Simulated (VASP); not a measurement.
Here is a VASP 6.6.1 calculation.

File INCAR:

```
PREC     = Accurate       # precision mode
ENCUT    = 600            # plane-wave cutoff, eV
EDIFF    = 1E-7           # SCF threshold, eV
ISMEAR   = 0              # smearing method
SIGMA    = 0.03           # smearing width, eV
LREAL    = Auto         
LASPH    = T              # aspherical terms in the spheres
NELM     = 80             # most SCF steps
ALGO     = Normal         # electronic algorithm
ISIF     = 3              # what is computed and relaxed
LWAVE    = F              # write WAVECAR
LCHARG   = F              # write CHGCAR
GGA      = PS             # functional
IBRION   = 2              # ionic algorithm
NSW      = 90             # ionic steps
EDIFFG   = -0.005         # ionic threshold
KPAR     = 8
```

Contents of KPOINTS:

```
Automatic mesh
0
Gamma
  4 4 4
```

POSCAR

```
SnGe31                                  
1.0
    5.7037884529     -5.7037884529      5.7037884529
    5.7037884529      5.7037884529     -5.7037884529
   -5.7037884529      5.7037884529      5.7037884529
  Sn              Ge            
     1    31
Direct
     0.2500000000000000    0.7500000000000000    0.0000000000000000
     0.5015444654655931    0.4976252366675465    0.0000000000000000
     0.7500000000000000    0.2500000000000000    0.0000000000000000
     0.9976252366675464    0.7500000000000000    0.2515444654655929
     0.9976252366675464    0.0015444654655930    0.0000000000000000
     0.2500000000000000    0.4976252366675465    0.2515444654655929
     0.5023747633324536    0.2539192287980465    0.2523747633324535
     0.7500000000000000    0.7500000000000000    0.5000000000000000
     0.7539192287980464    0.0023747633324535    0.2523747633324535
     0.9984555345344069    0.4984555345344070    0.4960807712019535
     0.2500000000000000    0.2500000000000000    0.5000000000000000
     0.5015444654655931    0.7500000000000000    0.7476252366675464
     0.5023747633324536    0.0023747633324535    0.5039192287980464
     0.7460807712019536    0.4984555345344070    0.7484555345344069
     0.9984555345344069    0.2460807712019535    0.7484555345344069
     0.2500000000000000    0.0015444654655930    0.7476252366675464
     0.5129792268827295    0.0129792268827295    0.2629792268827295
     0.7486894725942254    0.7500000000000000    0.2510121152552688
     0.9989878847447312    0.4989878847447312    0.2476773573389565
     0.2500000000000000    0.0010121152552689    0.4986894725942254
     0.2500000000000000    0.2486894725942254    0.2510121152552688
     0.5010121152552688    0.7500000000000000    0.4986894725942254
     0.7513105274057746    0.5023226426610434    0.5013105274057746
     0.9989878847447312    0.9976773573389566    0.7489878847447312
     0.0023226426610435    0.2513105274057746    0.5013105274057746
     0.2500000000000000    0.7500000000000000    0.7370207731172705
     0.4976773573389565    0.4989878847447312    0.7489878847447312
     0.7486894725942254    0.0010121152552689    0.0000000000000000
     0.7513105274057746    0.2513105274057746    0.7523226426610434
     0.9870207731172705    0.7500000000000000    0.0000000000000000
     0.2500000000000000    0.4870207731172705    0.0000000000000000
     0.5010121152552688    0.2486894725942254    0.0000000000000000
```

Potentials or basis: VASP PAW PBE potentials, release 64 (Sn_d, Ge_d).

Launch:

```bash
$ cat potpaw_PBE.64/Sn_d/POTCAR potpaw_PBE.64/Ge_d/POTCAR > POTCAR
$ mpirun -np 8 vasp_std > vasp.out
```

(1) Estimate the space group after relaxing (to 0.05 Å).

(2) What does it give for the relaxed cell?

(3) Predict the band gap on the k mesh.

Answers

(1) I-43m (No. 217).

(2) a = 9.877 Å, b = 9.877 Å, c = 9.877 Å, α = 109.47°, β = 109.47°, γ = 109.47°.

(3) none (metal or under the smearing width).
